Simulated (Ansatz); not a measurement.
Trial structure of Fe₂Pt₃, not yet relaxed:

Space group R-3m:H (No. 166). a = 2.718 Å, b = 2.718 Å, c = 33.284 Å, α = 90.00°, β = 90.00°, γ = 120.00°
```tsv
atom	site	symmetry	x	y	z
Fe	6c	3m	0.0000	0.0000	0.9000
Pt	6c	3m	0.3333	0.6667	0.9667
Pt	3b	-3m	0.6667	0.3333	0.8333
```

Method: DFT PBE, scalar-relativistic, plane waves, PAW in Ansatz 0.2.0. Settings: cutoff 420 eV, Γ-centred mesh 6×6×6 on the computed 5-atom cell, Gaussian smearing of 0.10 eV; collinear spin from starting moments 4.0 4.0 0.0 0.0 0.0 μB.

The zero of energy is the elements' standard structures at the same level; no fitted shifts are applied.

Problem. Estimate its pressure, forces and energy as it stands.

Solution. The pressure is 5.0 GPa (the mean over three directions, positive in compression), the largest force is 2.35 eV/Å, and the energy is −0.13 eV/atom against the elements. The shortest distance is 2.72 Å.

Problem. How much does it gain on relaxing, and where does it end?

Solution. Relaxing gains under 0.1 eV/atom (the start's value is from the coarse mesh, so the gain is rough) in 11 ionic steps and ends at −0.14 eV/atom on the finer mesh. The symmetry stays R-3m (No. 166). The volume per atom grows by 2.1 %, from 14.2 to 14.5 Å³. The shortest distance goes from 2.72 Å (Fe–Pt, Fe–Fe and Pt–Pt) to 2.64 Å (Fe–Pt). Conventional cell: a = 2.747 Å, c = 33.255 Å. Fe is surrounded by 6 Pt at 2.64–2.70 Å and 6 Fe at 2.75 Å; Pt on a site of symmetry 3m is surrounded by 3 Fe at 2.64 Å, 6 Pt at 2.75 Å and 3 Pt at 2.94 Å; Pt on a site of symmetry -3m is surrounded by 6 Fe at 2.70 Å and 6 Pt at 2.75 Å.

The last run used collinear spin, an 18×18×18 mesh for its 5-atom cell and Gaussian smearing of 0.10 eV. These runs have no spin–orbit coupling, which can matter for Pt. The magnetic state reached may not be the lowest. The relaxation can't lower the symmetry of the start. A structure relaxed within its symmetry needn't be a true minimum.
